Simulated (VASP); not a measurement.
# InP in VASP: one cell, several levels of theory

InP in the zincblende structure, under -1.0 % strain along z alone is computed at one geometry. Runs: PBE, r2SCAN.

The runs shown are made with VASP 6.6.1. PAW datasets, plane waves. (Simulation; spin polarisation is off.)

## (1) Starting point

The cell comes from an earlier relaxation with r2SCAN in another program, then strained, with the atoms relaxed again.

It is tetragonal, I-4m2 (No. 119); conventional cell a = 4.177 Å, c = 5.848 Å, 25.51 Å³ an atom. Around In lie 4 P at 2.55 Å; around P lie 4 In at 2.55 Å.

Coordinates:

```cif
data_structure
_symmetry_space_group_name_H-M 'P 1'
_symmetry_Int_Tables_number 1
_cell_length_a 4.1565
_cell_length_b 4.1565
_cell_length_c 4.1773
_cell_angle_alpha 59.834
_cell_angle_beta 59.834
_cell_angle_gamma 60.332
_cell_volume 51.03
loop_
_atom_site_label
_atom_site_type_symbol
_atom_site_fract_x
_atom_site_fract_y
_atom_site_fract_z
_atom_site_occupancy
In1 In 0.00000 0.00000 0.00000 1
P1 P 0.25000 0.25000 0.25000 1
```

## (2) Single point with PBE

INCAR

```
ENCUT = 520.000000
SIGMA = 0.020000
EDIFF = 1.00e-07
GGA = PE
PREC = Accurate
IBRION = -1
ISIF = 2
ISMEAR = -1
NBANDS = 16
NELM = 120
NSW = 0
LASPH = .TRUE.
LCHARG = .FALSE.
LWAVE = .FALSE.
LREAL = .FALSE.
```

KPOINTS

```
KPOINTS created by Atomic Simulation Environment
0
Gamma
8 8 8
0 0 0
```

KPOINTS_OPT

```
special points
6
Reciprocal
0.0000000000 0.0000000000 0.0000000000 1
-0.5000000000 -0.5000000000 0.0000000000 1
-0.3750000000 -0.3750000000 0.2500000000 1
-0.3750000000 0.0000000000 0.3750000000 1
0.0000000000 0.0000000000 0.5000000000 1
-0.5000000000 -0.2500000000 0.2500000000 1
```

POSCAR

```
In P
 1.0000000000000000
     0.0000000000000000    2.9537876347999998    2.9242497584999998
     2.9537876347999998    0.0000000000000000    2.9242497584999998
     2.9537876347999998    2.9537876347999998    0.0000000000000000
 In  P
   1   1
Cartesian
  0.0000000000000000  0.0000000000000000  0.0000000000000000
  1.4768938173999999  1.4768938173999999  1.4621248792500001
```

The run uses the recommended PBE PAW datasets (18 valence electrons a neutral cell).

Started as:

```sh
$ mpirun -np 1 vasp_std
```

Standard output, without the iteration lines:

```text
POSCAR found type information on POSCAR InP
 POSCAR found :  2 types and       2 ions
 LDA part: xc-table for (Slater+PW92), standard interpolation
 POSCAR, INCAR and KPOINTS ok, starting setup
 FFT: planning ... GRIDC
 FFT: planning ... GRID_SOFT
 FFT: planning ... GRID
 WAVECAR not read
 entering main loop
 Start KPOINTS_OPT (optional k-point list driver)
k-point batch [1-6\6]
```

OSZICAR:

```text
N       E                     dE             d eps       ncg     rms          rms(c)
DAV:   1     0.112781213607E+03    0.11278E+03   -0.83305E+03  1904   0.125E+03
DAV:   2    -0.127416846740E+01   -0.11406E+03   -0.10907E+03  2104   0.298E+02
DAV:   3    -0.860635335426E+01   -0.73322E+01   -0.72995E+01  2472   0.745E+01
DAV:   4    -0.879953993713E+01   -0.19319E+00   -0.19313E+00  2432   0.132E+01
DAV:   5    -0.880904499940E+01   -0.95051E-02   -0.95049E-02  2768   0.251E+00    0.557E+00
DAV:   6    -0.841926660251E+01    0.38978E+00   -0.62247E-01  3064   0.127E+01    0.334E+00
DAV:   7    -0.839128787933E+01    0.27979E-01   -0.15740E-01  2680   0.311E+00    0.125E+00
DAV:   8    -0.839173793614E+01   -0.45006E-03   -0.15116E-02  2376   0.144E+00    0.310E-01
DAV:   9    -0.839236242238E+01   -0.62449E-03   -0.12802E-03  2440   0.384E-01    0.151E-01
DAV:  10    -0.839251159585E+01   -0.14917E-03   -0.23645E-04  2896   0.199E-01    0.986E-02
DAV:  11    -0.839258851972E+01   -0.76924E-04   -0.11956E-04  2344   0.939E-02    0.432E-02
DAV:  12    -0.839258796050E+01    0.55922E-06   -0.75740E-06  2168   0.269E-02    0.118E-02
DAV:  13    -0.839258835738E+01   -0.39688E-06   -0.14929E-06  2464   0.593E-03    0.926E-03
DAV:  14    -0.839258852265E+01   -0.16526E-06   -0.21000E-07  2408   0.457E-03    0.176E-03
DAV:  15    -0.839258854538E+01   -0.22738E-07   -0.10317E-08  1744   0.806E-04
   1 F= -.83925885E+01 E0= -.83925885E+01  d E =-.735427E-09
       N       E                     dE             ncg
DAV:   1     0.182285516862E+04   -0.30344E+04      192
DAV:   2     0.117199822024E+04   -0.65086E+03      208
DAV:   3     0.112696283328E+04   -0.45035E+02      264
DAV:   4     0.112583795875E+04   -0.11249E+01      256
DAV:   5     0.112577832325E+04   -0.59635E-01      288
DAV:   6     0.112577767490E+04   -0.64836E-03      264
DAV:   7     0.112577764144E+04   -0.33459E-04      304
DAV:   8     0.112577764113E+04   -0.30404E-06      240
DAV:   9     0.112577764113E+04   -0.67662E-08      200
```

The lines after F= are the extra pass for the points of KPOINTS_OPT, at fixed density; their E is not a total energy.

From OUTCAR:

```text
k-points           NKPTS =     59   k-points in BZ     NKDIM =     59   number of bands    NBANDS=     16

   NELECT =      18.0000    total number of electrons

   dimension x,y,z NGX =    32 NGY =   32 NGZ =   32
   dimension x,y,z NGXF=    64 NGYF=   64 NGZF=   64

  energy-cutoff  :      520.00
  volume of cell :       51.03
      direct lattice vectors                 reciprocal lattice vectors
     0.000000000  2.953787635  2.924249758    -0.169274187  0.169274187  0.170984027
     2.953787635  0.000000000  2.924249758     0.169274187 -0.169274187  0.170984027
     2.953787635  2.953787635  0.000000000     0.169274187  0.169274187 -0.170984027

 k-points in reciprocal lattice and weights: KPOINTS created by Atomic Simulation Env
   0.00000000  0.00000000  0.00000000       0.002
   0.12500000 -0.00000000  0.00000000       0.016
   0.25000000 -0.00000000  0.00000000       0.016
   0.37500000 -0.00000000  0.00000000       0.016
   0.50000000 -0.00000000  0.00000000       0.008
   0.12500000  0.12500000  0.00000000       0.004
   0.25000000  0.12500000  0.00000000       0.016
   0.37500000  0.12500000  0.00000000       0.016
[... 51 more k-points ...]

 E-fermi :   5.3758

 k-point     1 :       0.0000    0.0000    0.0000
  band No.  band energies     occupation
      1      -9.1205      2.00000
      2      -9.1205      2.00000
      3      -9.1162      2.00000
      4      -8.9745      2.00000
      5      -8.9732      2.00000
      6      -6.3834      2.00000
      7       5.0252      2.00000
      8       5.0252      2.00000
      9       5.0713      2.00000
     10       5.6774      0.00000
     11       9.1228      0.00000
     12       9.1385      0.00000
     13       9.1385      0.00000
     14      13.5573      0.00000
     15      14.3916      0.00000
     16      14.5428      0.00000

 k-point     2 :       0.1250   -0.0000    0.0000
  band No.  band energies     occupation
      1      -9.1370      2.00000
      2      -9.1134      2.00000
      3      -9.1104      2.00000
      4      -8.9746      2.00000
      5      -8.9729      2.00000
      6      -6.2089      2.00000
      7       3.5000      2.00000
      8       4.8406      2.00000
      9       4.8775      2.00000
     10       6.6405      0.00000
     11       9.2688      0.00000
     12       9.4078      0.00000
     13       9.4085      0.00000
     14      13.7821      0.00000
     15      13.8892      0.00000
     16      14.3383      0.00000

 k-point     3 :       0.2500   -0.0000    0.0000
  band No.  band energies     occupation
      1      -9.1779      2.00000
      2      -9.0981      2.00000
      3      -9.0954      2.00000
      4      -8.9726      2.00000
      5      -8.9700      2.00000
      6      -5.7216      2.00000
      7       1.6276      2.00000
      8       4.4712      2.00000
      9       4.5204      2.00000
     10       6.7965      0.00000
     11       9.8115      0.00000
     12       9.8347      0.00000
     13      10.3268      0.00000
     14      13.5961      0.00000
     15      13.6329      0.00000
     16      14.1597      0.00000

 k-point     4 :       0.3750   -0.0000    0.0000
  band No.  band energies     occupation
      1      -9.2164      2.00000
      2      -9.0867      2.00000
      3      -9.0841      2.00000
      4      -8.9667      2.00000
      5      -8.9630      2.00000
      6      -5.0718      2.00000
      7       0.0669      2.00000
      8       4.1692      2.00000
      9       4.2291      2.00000
     10       6.5967      0.00000
     11       9.8659      0.00000
     12       9.9259      0.00000
     13      11.6618      0.00000
     14      13.9387      0.00000
     15      14.5254      0.00000
     16      14.5486      0.00000

 k-point     5 :       0.5000   -0.0000    0.0000
  band No.  band energies     occupation
      1      -9.2318      2.00000
      2      -9.0832      2.00000
      3      -9.0806      2.00000
      4      -8.9629      2.00000
      5      -8.9588      2.00000
      6      -4.7040      2.00000
      7      -0.6160      2.00000
      8       4.0574      2.00000
      9       4.1215      2.00000
     10       6.5062      0.00000
     11       9.8167      0.00000
     12       9.8861      0.00000
     13      12.1160      0.00000
     14      14.4554      0.00000
     15      15.6171      0.00000
     16      15.6844      0.00000

 k-point     6 :       0.1250    0.1250    0.0000
  band No.  band energies     occupation
      1      -9.1477      2.00000
      2      -9.1063      2.00000
      3      -9.1063      2.00000
      4      -8.9806      2.00000
      5      -8.9680      2.00000
      6      -6.1485      2.00000
      7       3.5098      2.00000
      8       4.5181      2.00000
      9       4.5181      2.00000
     10       7.1759      0.00000
     11       8.4785      0.00000
     12       9.8535      0.00000
     13       9.8535      0.00000
     14      12.9286      0.00000
     15      14.5376      0.00000
     16      14.7676      0.00000

 k-point     7 :       0.2500    0.1250    0.0000
  band No.  band energies     occupation
      1      -9.1822      2.00000
      2      -9.0924      2.00000
      3      -9.0902      2.00000
      4      -8.9849      2.00000
      5      -8.9629      2.00000
      6      -5.7628      2.00000
      7       2.0937      2.00000
      8       4.1018      2.00000
      9       4.1442      2.00000
     10       7.6013      0.00000
     11       8.5806      0.00000
     12      10.4134      0.00000
     13      10.4384      0.00000
     14      12.6163      0.00000
     15      14.4536      0.00000
     16      15.3918      0.00000

 k-point     8 :       0.3750    0.1250    0.0000
  band No.  band energies     occupation
      1      -9.2167      2.00000
      2      -9.0816      2.00000
      3      -9.0771      2.00000
      4      -8.9821      2.00000
      5      -8.9575      2.00000
      6      -5.1518      2.00000
      7       0.5296      2.00000
      8       3.6750      2.00000
      9       3.8324      2.00000
     10       7.4414      0.00000
     11       9.3244      0.00000
     12      10.5534      0.00000
     13      10.8315      0.00000
     14      13.6418      0.00000
     15      15.0336      0.00000
     16      15.0960      0.00000

 k-point     9 :       0.5000    0.1250    0.0000
  band No.  band energies     occupation
      1      -9.2354      2.00000
      2      -9.0771      2.00000
      3      -9.0729      2.00000
      4      -8.9729      2.00000
      5      -8.9571      2.00000
      6      -4.6352      2.00000
      7      -0.4620      2.00000
      8       3.3139      2.00000
      9       3.8071      2.00000
     10       7.3179      0.00000
     11       9.4882      0.00000
     12      10.3435      0.00000
     13      11.9825      0.00000
     14      14.2535      0.00000
     15      15.6575      0.00000
     16      15.7022      0.00000

 k-point    10 :      -0.3750    0.1250    0.0000
  band No.  band energies     occupation
      1      -9.2292      2.00000
      2      -9.0775      2.00000
      3      -9.0766      2.00000
      4      -8.9666      2.00000
      5      -8.9655      2.00000
      6      -4.7697      2.00000
      7      -0.2280      2.00000
      8       3.1944      2.00000
      9       4.0289      2.00000
     10       7.3564      0.00000
     11       9.6499      0.00000
     12      10.1635      0.00000
     13      11.8553      0.00000
     14      14.1956      0.00000
     15      14.6679      0.00000
     16      15.9386      0.00000

 k-point    11 :      -0.2500    0.1250    0.0000
  band No.  band energies     occupation
      1      -9.2011      2.00000
      2      -9.0887      2.00000
      3      -9.0830      2.00000
      4      -8.9749      2.00000
      5      -8.9669      2.00000
      6      -5.3800      2.00000
      7       1.0205      2.00000
      8       3.3917      2.00000
      9       4.4185      2.00000
     10       7.4979      0.00000
     11       9.8263      0.00000
     12       9.9599      0.00000
     13      10.5396      0.00000
     14      13.0114      0.00000
     15      14.6666      0.00000
     16      15.4020      0.00000

 k-point    12 :      -0.1250    0.1250    0.0000
  band No.  band energies     occupation
      1      -9.1644      2.00000
      2      -9.1052      2.00000
      3      -9.0950      2.00000
      4      -8.9766      2.00000
      5      -8.9701      2.00000
      6      -5.9320      2.00000
      7       2.5027      2.00000
      8       4.0153      2.00000
      9       4.7855      2.00000
     10       7.3135      0.00000
     11       9.2267      0.00000
     12       9.5486      0.00000
     13      10.1685      0.00000
     14      12.9597      0.00000
     15      13.9109      0.00000
     16      15.3352      0.00000

[... the tables of k-points 13 to 59 left out ...]

  Total        0.6872858      0.6872858      0.8135192      0.0000000      0.0000000     -0.0000000
  in kB       21.5796769     21.5796769     25.5432056      0.0000000      0.0000000     -0.0000000
  external PRESSURE =      22.9008531 kB  Pullay stress =       0.0000000 kB

 POSITION                                       TOTAL-FORCE (eV/Angst)
 -----------------------------------------------------------------------------------
      0.00000      0.00000      0.00000        -0.000000     -0.000000      0.000000
      1.47689      1.47689      1.46212         0.000000      0.000000     -0.000000
 -----------------------------------------------------------------------------------
    total drift:                               -0.000000     -0.000000     -0.000000

  FREE ENERGIE OF THE ION-ELECTRON SYSTEM (eV)
  ---------------------------------------------------
  free  energy   TOTEN  =        -8.3925885454 eV

  energy  without entropy=       -8.3925885446  energy(sigma->0) =       -8.39258855
```

It took 43 s on 1 MPI rank of Intel Xeon Platinum 8488C, shared host; peak memory 0.21 GiB.

The levels at the points of KPOINTS_OPT are read from vasprun.xml.

Levels at the named points, in eV from the top of band v (v: the last filled band by count, c: the next):

| point | v−1 | v | c | c+1 |
| --- | --- | --- | --- | --- |
| Γ | -0.05 | 0.00 | 0.61 | 4.05 |
| X | -2.34 | -2.34 | 1.72 | 2.18 |
| U | -3.27 | -1.97 | 2.29 | 4.28 |
| K | -3.27 | -1.91 | 2.36 | 4.36 |
| L | -1.01 | -0.95 | 1.43 | 4.75 |
| W | -2.92 | -2.88 | 4.24 | 4.27 |

The PBE gap is 0.61 eV, direct at Γ. Pressure: 2.29 GPa; the forces vanish within 0.01 eV/Å.

(Part 1 of 2 ends here.)
